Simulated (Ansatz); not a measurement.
# InPd: band structure with PBE

InPd:

```
CELL_PARAMETERS angstrom
3.27188 0.00000 0.00000
0.00000 3.27188 0.00000
0.00000 0.00000 3.27188
ATOMIC_POSITIONS crystal
In 0.00000 0.00000 0.00000
Pd 0.50000 0.50000 0.50000
```

The cell comes from a database or a generator and needn't be the stable form of this composition.

```yaml
Program: Ansatz 0.2.0
Task: band structure
Functional: PBE
Potentials_or_basis: Ansatz PAW
Cutoff: "420 eV (not typed: the program's choice for these potentials)"
k_mesh: 6 × 6 × 6
Occupations: fermi-dirac, width 0.05 eV
Spin: spin-orbit coupling, no magnetisation
Path: "[[\"G\", \"X\", \"M\", \"G\", \"R\", \"X\"], [\"M\", \"R\"]]"
Points_for_each_segment_of_the_path: 14
```

| Property | Result |
| --- | --- |
| Pressure | 3.8 GPa |
| Band gap on the k mesh | none (metal or under the smearing width) |

Levels at the corners of the path, in eV from the Fermi level:
| point | band 26 | band 27 | band 28 | band 29 | band 30 | band 31 | band 32 | band 33 | band 34 | band 35 |
| --- | --- | --- | --- | --- | --- | --- | --- | --- | --- | --- |
| Γ | -2.43 | -2.43 | -2.43 | -2.15 | -2.15 | 3.69 | 3.69 | 4.43 | 4.43 | 4.43 |
| X | -3.45 | -3.22 | -3.22 | -2.39 | -2.39 | -1.17 | -1.17 | 9.19 | 9.19 | 9.82 |
| M | -2.70 | -2.41 | -2.41 | -2.31 | -2.31 | -1.77 | -1.77 | 1.42 | 1.42 | 2.43 |
| Γ | -2.43 | -2.43 | -2.43 | -2.15 | -2.15 | 3.69 | 3.69 | 4.43 | 4.43 | 4.43 |
| R | -1.74 | -1.74 | -1.74 | -0.08 | -0.08 | 3.52 | 3.52 | 3.87 | 3.87 | 3.87 |
| X | -3.45 | -3.22 | -3.22 | -2.39 | -2.39 | -1.17 | -1.17 | 9.19 | 9.19 | 9.82 |
| M | -2.70 | -2.41 | -2.41 | -2.31 | -2.31 | -1.77 | -1.77 | 1.42 | 1.42 | 2.43 |
| R | -1.74 | -1.74 | -1.74 | -0.08 | -0.08 | 3.52 | 3.52 | 3.87 | 3.87 | 3.87 |

Wall time 20 s on 2 threads of Intel(R) Xeon(R) Processor @ 2.50GHz (Skylake/Cascade Lake), on a shared host, peak memory 0.46 GiB.
